## Working back from hybrids to a semilocal band gap

Wurtzite aluminium nitride is an insulator whose computed band gap depends strongly on how exchange between electrons is treated. The table gives the gap at one fixed set of atomic positions for several levels of theory. The entry for PBE, a functional that uses only the local density and its gradient, is hidden. Can its gap be recovered from the other rows?

Band gaps of wurtzite AlN (space group P6_3mc, a = 3.107 Å, c = 4.979 Å) at several levels of theory, all at the geometry relaxed with r2SCAN. Ansatz 0.2.0, plane-wave PAW, no spin polarisation, k mesh 12×12×6 or 6×6×4 depending on the level. G0W0 is the PBE gap plus a shift computed with a finite number of bands and a finite cutoff.

| level of theory | band gap (eV) | least direct gap (eV) |
| --- | --- | --- |
| PBE | ? | ? |
| r2SCAN | 4.880 | 4.880 |
| HSE06 | 5.599 | 5.599 |
| PBE0 | 6.326 | 6.326 |
| LDA | 4.259 | 4.259 |
| DDH-PBE0 | 6.086 | 6.086 |
| Hartree-Fock | 13.548 | 13.548 |
| r2SCAN0 | 6.741 | 6.741 |
| G0W0/PBE 220eV | 5.947 | n/a |

The band gap is the energy from the highest filled state to the lowest empty one. The least direct gap is the smallest such step that keeps the crystal momentum unchanged. The two agree in every visible row that has both, so the same kind of gap is being followed from one level to the next.

### Why exact exchange opens the gap

An electron in a filled state should not repel itself. Exact exchange removes this self-repulsion and also keeps electrons of the same spin apart, which lowers the filled states strongly. An empty state holds no electron whose self-repulsion could be removed, so it gains much less. The gap between the two therefore widens.

LDA and PBE replace exact exchange by a potential that depends only on position and acts on filled and empty states alike. Much of the distinction between them is lost, and the gap comes out small. Hartree-Fock keeps the distinction in full but leaves out correlation, so the other electrons can't screen an added electron or hole. That is the standard reason for its very large gap of 13.5 eV.

Hybrid functionals stand between these extremes. PBE0 is PBE with a quarter of its exchange replaced by exact exchange, and r2SCAN0 is built in the same way on r2SCAN. If we know how far a quarter of exact exchange moves the gap towards Hartree-Fock, we can start at PBE0 and walk back to PBE.

### A weighted mean

The simplest description treats the hybrid gap as a weighted mean,

$$E_\text{hybrid} = (1-w)\,E_\text{parent} + w\,E_\text{HF},$$

where $E_\text{parent}$ is the gap of the functional without exact exchange, $E_\text{HF}$ is the Hartree-Fock gap and $w$ is the weight of Hartree-Fock. The obvious choice is $w = 0.25$. The r2SCAN pair, where both parent and hybrid are visible, allows a trial of it. The formula then puts r2SCAN at 4.47 eV, which is 0.41 eV below the computed gap.

There are good reasons for such an error. Raising the exact exchange in a hybrid to the full amount would still leave its approximate correlation in place, so the line doesn't really end at Hartree-Fock. The orbitals also change as exchange is added, which can bend the line. The table doesn't separate these two effects, but an effective weight can absorb both.

The r2SCAN pair fixes that weight. Adding a quarter of exact exchange opens the gap by 1.861 eV, out of the 8.668 eV that separate r2SCAN from Hartree-Fock:

$$w = \frac{1.861}{8.668} = 0.2147.$$

Solving the weighted mean for the parent of PBE0 gives

$$E_\text{PBE} = \frac{6.326 - 0.2147\times 13.548}{1-0.2147} = 4.35\ \text{eV}.$$

The weight comes from r2SCAN alone, so the r2SCAN pair is no test of this version; PBE is.

### How far to trust it

The weak point is the transfer from one parent to another. The exchange of r2SCAN also depends on the kinetic energy density of the orbitals, so it already treats different orbitals somewhat differently, as PBE does not. With $w = 0.25$ the PBE gap would have been 3.92 eV, so r2SCAN has lent a correction of 0.43 eV. If half of that were wrong, the error would be about 0.22 eV, and the rows also use two different k meshes. I round the uncertainty up to 0.25 eV, which is a judgement and not a statistical error.

The forecast for PBE is therefore a gap of 4.35 eV, with a range from 4.10 to 4.60 eV. It should lie below r2SCAN and close to LDA, whose potential is of the same kind. The order of PBE and LDA is left open. The gap should be direct.

The withheld rows as computed:

| level of theory | band gap (eV) | least direct gap (eV) |
| --- | --- | --- |
| PBE | 4.232 | 4.232 |

### What the hidden row teaches

The computed gap, 4.23 eV, lies inside the range, and the forecast is 0.12 eV too high. PBE does lie below r2SCAN and close to LDA, and its gap is direct. The uncorrected weight of 0.25 would have missed by 0.31 eV in the other direction. The borrowed correction thus had the right sign but was too large.

The miss can be traced one step further. PBE starts 7 % farther from Hartree-Fock than r2SCAN does, and the weighted mean allows for that. But a quarter of exact exchange also carries PBE over a slightly larger share of its distance, 0.225 instead of 0.215, and this the model could not know. The different exchange and correlation parts of the two parents may be responsible, though no row isolates them.

Simply taking the LDA gap would have been better still, with an error of only 0.03 eV. For this crystal, the density gradient, in the way PBE uses it, hardly changes the gap. The orbital dependence of r2SCAN comes with a gap 0.65 eV above that of PBE, and a quarter of exact exchange adds 2.1 eV to PBE. The output printed after the text lists the gap relative to PBE for every level.

These differences matter where AlN serves as the substrate of a deep-ultraviolet light-emitting diode, because the light must leave through the crystal. Diodes for disinfection emit photons of roughly 4.7 eV. Read as an absorption edge, the PBE gap would make AlN opaque to them, while r2SCAN would let them pass with little to spare. HSE06, at 5.6 eV, leaves a comfortable margin. Excitons, lattice vibrations and absorbing defects still have to be considered before such a gap becomes a transmission limit.

### Exchange at short and at long range

HSE06 also contains a quarter of exact exchange, but only between electrons that are close together. Its gap is 0.73 eV smaller than that of PBE0. About two thirds of the opening from PBE to PBE0 therefore survives when exact exchange acts at short range only.

The size of the remaining third can be estimated. The part of the Coulomb interaction that HSE06 treats without exact exchange is $\operatorname{erf}(\omega r)/r$, where $r$ is the distance between two electrons and $\omega$ sets the range, usually about 0.11 per bohr. This interaction is smooth over some 5 Å, more than twice the Al–N bond length. The region around an electron from which exchange keeps others of the same spin away, the exchange hole, is compact in an insulator and adds up to exactly one electron. A filled state is thus lowered by nearly the value of the interaction at zero distance, $2\omega/\sqrt{\pi}$ in atomic units, while an empty state is hardly affected. The approximate long-range exchange that is replaced shifts both states nearly alike, so it drops out of the gap.

A quarter of this amounts to

$$0.25\times\frac{2\times 0.11}{\sqrt{\pi}} \approx 0.031\ \text{hartree} \approx 0.84\ \text{eV}.$$

The estimate is 16 % above the computed step. An excess is reasonable, since the real interaction weakens somewhat across the exchange hole. Apart from the compact hole, no property of AlN has entered, so a similar step between HSE06 and PBE0 is a sensible first guess for other wide-gap insulators.

### How much exchange is right?

In a solid, the other electrons weaken the long-range interaction by the electronic dielectric constant. Dielectric-dependent hybrids such as DDH-PBE0 use this idea and set the fraction of exact exchange to the inverse of that constant. With PBE known, the position of the DDH-PBE0 gap between PBE and PBE0 implies a fraction of 0.22, if the gap grows evenly over this short stretch. The corresponding dielectric constant is about 4.5, a plausible value for AlN.

G0W0 calculates the screening instead of representing it by one fraction, and it raises the PBE gap by 1.7 eV. Its result of 5.95 eV lies below both DDH-PBE0 and PBE0, but this order is not settled. The calculation uses a finite number of bands, a finite cutoff and a finite k mesh, and no series of runs shows how far the AlN gap still is from convergence. In tests on other systems by the makers of the data, such gaps fell short of the basis limit by 6 to 9 % in the median. If AlN behaved the same way, its G0W0 gap would rise to between 6.3 and 6.5 eV, level with PBE0 or above it. That range shows how easily the order could change; it is not a converged result for AlN.

The measured gap is roughly 6 eV, but it includes a lowering by zero-point motion of a few tenths of an electronvolt, which calculations with fixed atoms leave out. The best match to experiment in the table is therefore not necessarily the best description of the electrons. That correction is as large as the differences among DDH-PBE0, PBE0 and G0W0, but far smaller than the 2 eV by which PBE falls below PBE0.

Printed output of the fit:

```
r2SCAN0 gap less r2SCAN gap (eV): 1.861
Hartree-Fock gap less r2SCAN gap (eV): 8.668
effective weight of Hartree-Fock from the r2SCAN pair: 0.2147
r2SCAN gap from the straight line with weight 0.25 (eV): 4.472
straight line less computed r2SCAN gap (eV): -0.408
PBE gap from the straight line with weight 0.25 (eV): 3.919
FORECAST of the PBE gap (eV): 4.352
half of the correction borrowed from r2SCAN (eV): 0.2164
low end of the forecast range (eV): 4.102
high end of the forecast range (eV): 4.602
COMPUTED PBE gap (eV): 4.232
miss, forecast less computed PBE gap (eV): 0.1195
miss of the straight line for PBE (eV): -0.3133
PBE least direct gap less PBE gap (eV): 0
effective weight of Hartree-Fock from the PBE pair: 0.2248
PBE0 gap less HSE06 gap (eV): 0.727
estimate of that step from long-range exchange (eV): 0.8444
G0W0 gap if 6 percent short of the basis limit (eV): 6.327
G0W0 gap if 9 percent short of the basis limit (eV): 6.535
inferred exchange fraction of DDH-PBE0: 0.2213
dielectric constant implied by that fraction: 4.518
Gaps against PBE:
             row  gap in eV  gap less PBE gap in eV  wavelength in nm
             PBE      4.232                       0               293
          r2SCAN       4.88                   0.648             254.1
           HSE06      5.599                   1.367             221.5
            PBE0      6.326                   2.094               196
             LDA      4.259                   0.027             291.1
        DDH-PBE0      6.086                   1.854             203.7
    Hartree-Fock      13.55                   9.316             91.53
         r2SCAN0      6.741                   2.509             183.9
  G0W0/PBE 220eV      5.947                   1.715             208.5
```
